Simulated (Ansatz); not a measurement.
# Te2Mo at a changed volume — quadrupolar parameters

The cell is an entry of the Crystallography Open Database (COD), relaxed with PBE at fixed cell and then changed (volume scaled by 0.94, ions relaxed).

Space group P2_1/m (No. 11); a = 6.2008, b = 3.3982, c = 13.5771 Å, β = 93.92°.

```csv
site,Wyckoff,site symmetry,x,y,z
Te1,2e,m,0.5566,0.7500,0.3461
Te3,2e,m,0.5882,0.2500,0.1080
Te5,2e,m,0.0962,0.7500,0.1543
Te7,2e,m,0.0533,0.2500,0.3916
Mo9,2e,m,0.3200,0.7500,0.5066
Mo11,2e,m,0.1821,0.2500,0.0079
```

One atom of each set is listed.

All values are calculated (Ansatz; DFT, PBE, plane waves and PAW, scalar-relativistic, 420 eV cutoff, Γ-centred 7×13×4 k-points, Fermi–Dirac smearing 0.05 eV), not measured.

Conventions: |V_zz| ≥ |V_yy| ≥ |V_xx|, η = (V_xx − V_yy)/V_zz, C_Q = eQV_zz/h. ν_Q = 3|C_Q|/[2I(2I − 1)].

⁹⁷Mo: I = 5/2, Q = 255.0 mb. Quadrupole moments are those of Pyykkö's year-2017 table.

```tsv
site	atoms	first shell	C_Q (MHz)	η	ν_Q (MHz)
Mo9	2	6 Te at 2.70–2.78 Å, 2 Mo at 2.82 Å	-40.4	0.74	6.06
Mo11	2	6 Te at 2.70–2.78 Å, 2 Mo at 2.82 Å	-41.2	0.75	6.18
```

Te has no stable isotope with a ground-state quadrupole moment in the table, so these sites are left out.

The run finds no gap above 0.1 eV (a metal, or nearly one), so the gradients can move by 10 % or more with the k-mesh. Without spin–orbit coupling the gradients at and beside Te can be off by some per cent, at some sites by more. At this changed cell the PBE pressure is 6 GPa.
